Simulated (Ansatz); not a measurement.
## Fe: single point with PBEsol

The system is Fe.

```
Fe
1.0
    -1.48153    1.43424    1.45901
     1.46753   -1.43096    1.44173
     1.45354    1.40297   -1.45574
Fe
1
Cartesian
  -0.0126 -0.0290 -0.0073
```

The cell isn't the ideal one: cell strained at random at fixed volume.

```
Program             : Ansatz 0.2.0
Task                : single point
Functional          : PBEsol
Potentials or basis : all-electron LAPW, scalar-relativistic
Cutoff              : 309 eV (chosen from the basis error)
Basis error allowed : 0.001 eV/atom
k mesh              : 13 × 13 × 13
Occupations         : fermi-dirac, width 0.05 eV
Spin                : collinear spin, ferromagnetic start
Starting moments    : [3.0] μB
```

| Item | Value |
| --- | --- |
| Pressure | -17.9 GPa |
| Band gap on the k mesh | none (metal or under the smearing width) |
| Net moment | 2.26 μB per cell |
| Absolute moment | 2.37 μB per cell |
| Site moments | Fe +2.31 μB |

Stress tensor (GPa, compression positive):
```
-18.99   1.33   0.58
  1.33 -16.37  -0.05
  0.58  -0.05 -18.37
```

Levels at points of the mesh, in eV from the Fermi level:
Spin up:
```
           k point  band 5  band 6  band 7  band 8  band 9  band 10  band 11  band 12  band 13  band 14
(0.00, 0.00, 0.00)   -8.25   -2.31   -2.19   -2.10   -1.11    -0.98    23.38    23.71    24.26    28.70
```
Spin down:
```csv
k point,band 3,band 4,band 5,band 6,band 7,band 8,band 9,band 10,band 11,band 12
"(0.00, 0.00, 0.00)",-51.04,-51.04,-8.02,-0.37,-0.19,-0.03,1.59,1.79,23.28,23.61
```

It took 65 s on 2 threads of Intel(R) Xeon(R) 6975P-C (Granite Rapids), on a shared host, peak memory 1.3 GiB.
